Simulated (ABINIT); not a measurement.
Crystal: Pr.

```xyz
2
Lattice="3.6690 0.0000 0.0000 -1.8345 3.1774 0.0000 0.0000 0.0000 5.9200" Properties=species:S:1:pos:R:3 pbc="T T T"
Pr    1.8345    1.0591    4.4400
Pr    0.0000    2.1183    1.4800
```

This isn't the form of Pr at room conditions, which is double hcp.

Base run:

| Item | Value |
| --- | --- |
| Program | ABINIT 10.8.3 (patched build) |
| Functional | PBE |
| Potentials or basis | JTH PAW PBE v2.0 |
| Cutoff | 544 eV |
| k mesh | 8 × 8 × 5 |
| Occupations | fermi-dirac, width 0.05 eV |
| Spin | collinear spin, ferromagnetic start |
| Starting moments | [2.0, 2.0] μB |

Its results: band gap on the k mesh none (metal or under the smearing width); net moment 5.39 μB per cell; site moments Pr +2.27 μB.

The run is repeated on the same cell with these changes: functional from PBE to r2SCAN; cutoff from 544 eV to 653 eV; fine-grid cutoff from 1088.46 eV to 1251.72 eV. What comes out?

Band gap on the k mesh none (metal or under the smearing width); net moment 6.14 μB per cell; site moments Pr +2.50 μB.

Caveats: the magnetic or orbital state may not be the lowest; spin-orbit coupling is left out, which moves the levels of the heavy elements.

Not every run made on this cell is shown here.
